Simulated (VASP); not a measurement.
## TiTe2 under changes of volume

One of the cells (25.159 Å³/atom); the others are scaled copies at fixed shape and fractional positions:

```
Te Ti
1.0
     3.70491    0.00000    0.00000
    -1.85245    3.20855    0.00000
     0.00000    0.00000    6.34938
Te Ti
2 1
Direct
  0.33333 0.66667 0.72830
  0.66667 0.33333 0.27170
  0.00000 0.00000 0.00000
```

- Program: VASP 6.6.1
- Functional: PBE
- Dispersion: D3(BJ)
- Potentials or basis: VASP PAW PBE potentials, release 64 (Te, Ti_sv)
- Cutoff: 520 eV
- k mesh: 8 × 8 × 4
- Occupations: fermi-dirac, width 0.05 eV
- Spin: no spin polarisation

| volume (Å³/atom) | energy over the lowest point (meV/atom) | pressure (GPa) | largest force (eV/Å) |
| --- | --- | --- | --- |
| 24.153 | 9.61 | 3.1 | 0.364 |
| 24.656 | 2.32 | 1.4 | 0.178 |
| 25.159 | 0.00 | 0.0 | 0.002 |
| 25.662 | ? | ? | ? |
| 26.166 | 8.34 | -2.6 | 0.312 |

Task: What does the run at 25.662 Å³/atom give?

Result: Energy over the lowest point 2.15 meV/atom; pressure -1.4 GPa; largest force 0.160 eV/Å.

Worked out: A Birch-Murnaghan fit of order 2 (a polynomial in V^(-2/3)) to the other rows has its minimum at 25.16 Å³/atom with B0 = V·E''(V) = 71 GPa at fixed shape and positions, which overstates the stiffness. It gives 2.13 meV/atom at 25.662 Å³/atom, against the run's 2.15, and -dE/dV = -1.3 GPa, against -1.4.

Energies are extrapolated to zero smearing.
